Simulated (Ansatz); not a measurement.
The cell comes from COD entry 1538962, which wasn't checked; take it as a given geometry. The listed cell was then made from it by scaling, straining or moving an atom.

An input for HgSe: DFT, PBEsol, PAW with Ansatz's default frozen-core files, scalar-relativistic (Ansatz 0.2.0). The PAW files were made with PBE; their cores are remade for this functional.

Command: `ansatz run input.yaml --threads 1 --pin off --max-ram 3072MiB --backend cpu --events-out ev --progress --plain --runs-dir out` The run took 5.5 s on 1 thread of Arm Neoverse V1 (shared host), peak memory 0.39 GiB.

```yaml
crystal:
  lattice:
    - [0.0, 3.0156235471, 3.0156235471]
    - [3.0156235471, 0.0, 3.0156235471]
    - [3.0156235471, 3.0156235471, 0.0]
  atoms:
    - { symbol: Hg, position: [0.0, 0.0, 0.0] }
    - { symbol: Se, position: [0.75, 0.75, 0.75] }
kpoints:
  mp_grid: { grid: [8, 8, 8] }
scf:
  occupations: { method: fermi_dirac, width: 0.01 }
hamiltonian:
  xc: pbesol
  pseudopotentials: { kind: paw }
output:
  forces: true
  stress: true
  eigenvalues: true
  efg: { contact_densities: true }
```

The results part of the log:

```
SCF 1 converged in 6 iterations: F = -19092.603994 eV  dr2 = 1.96e-8
  greatest PAW one-centre occupation: 1.000 electrons in one spin orbital (limit 2), on the Hg atom at site 0 (counted from 0), in its partial waves of l = 0
SCF converged after 6 iterations
Free energy (F): -19092.603994 eV
Harris-Foulkes:  -19092.603994 eV  (|F-HF|=4.25e-8)
Internal energy: -19092.603919 eV  (E = F + TS)
E sigma→0 (E₀):  -19092.603957 eV
Entropy (-TS):   -0.000075 eV (-0.037 meV/atom)
Fermi energy:    9.159463 eV
--- Per-component energies (eV) ---
  E_band       = -864.853010
  E_kinetic    = 722.574501
  E_local      = -5727.382610  (includes V_loc(G=0)·N_el)
  E_nonlocal   = -515.773904
  E_hartree    = 2620.218829
  E_xc         = -322.097242
  E_vxc        = -359.578647  (∫ρ·V_xc dr)
  E_paw        = -11668.383768  (= ΣΔE_a)
  E_vpaw       = -225.131863  (= ΣTr[D̂ρ^β])
  E_aug_tail   = 0.000308  (compensation charges beyond the density's cutoff)
  E_ewald      = -4203.097135
  E_core_change = 1.337102  (= ΣΔE_core)
  E_smearing   = -0.000075  (= −TS)
  E_closure    = -0.000000  (closes the sum)
  Σ components = -19092.603994   (vs F -19092.603994, Δ=0.00e0)
--- Forces (eV/Å), atoms counted from 1 ---
  atom   1  Hg    -0.00000000    -0.00000000    -0.00000000
  atom   2  Se     0.00000000     0.00000000     0.00000000
  max |Σ_I F_I| component: 4.63e-17 eV/Å
--- Stress (GPa, compression-positive) ---
        2.944985      -0.000000      -0.000000
       -0.000000       2.944985       0.000000
       -0.000000       0.000000       2.944985
  P = ⅓ Tr σ = 2.9450 GPa (29.450 kbar)
--- PAW observables at the nuclei: V_zz in 10²¹ V/m², potentials from the cell's mean, atoms counted from 1 ---
  atom   1  Hg V_zz =    +0.000000   η = 0.0000   by run symmetry: forbidden
            electrostatic potential = -16789.002744 V   contact ρ = 14111500.520630 e/Å³
  atom   2  Se V_zz =    +0.000000   η = 0.0000   by run symmetry: forbidden
            electrostatic potential = -4711.400706 V   contact ρ = 262400.869706 e/Å³
--- Band table (eV; the first three rows and the last of 29) ---
  k-point 0: bands = ["-105.4760", "-53.8893", "-53.8893", "-53.8893", "-38.4941", "-38.4941", "-38.4941", "-38.4903", "-38.4903", "-4.5265", "1.8222", "1.8222", "1.8222", "2.6184", "2.6184", "8.1512", "9.1525", "9.1525", "9.1525", "14.5461", "14.5461", "14.5461"]
  k-point 1: bands = ["-105.4760", "-53.8893", "-53.8893", "-53.8893", "-38.4942", "-38.4941", "-38.4941", "-38.4903", "-38.4903", "-4.4551", "1.8474", "1.8546", "1.8546", "2.6156", "2.6156", "7.2466", "8.9832", "8.9832", "9.7384", "14.1859", "14.7726", "14.7726"]
  k-point 2: bands = ["-105.4760", "-53.8895", "-53.8893", "-53.8893", "-38.4943", "-38.4941", "-38.4941", "-38.4902", "-38.4902", "-4.2771", "1.9265", "1.9265", "1.9858", "2.6210", "2.6210", "5.8085", "8.6065", "8.6065", "10.1664", "14.4084", "15.1724", "15.1724"]
  k-point 28: bands = ["-105.4760", "-53.8896", "-53.8896", "-53.8895", "-38.4944", "-38.4942", "-38.4941", "-38.4902", "-38.4902", "-3.8388", "2.1237", "2.2469", "2.5162", "2.5585", "3.2819", "3.6724", "6.2309", "6.6049", "12.8219", "14.1628", "15.1625", "16.4473"]
```
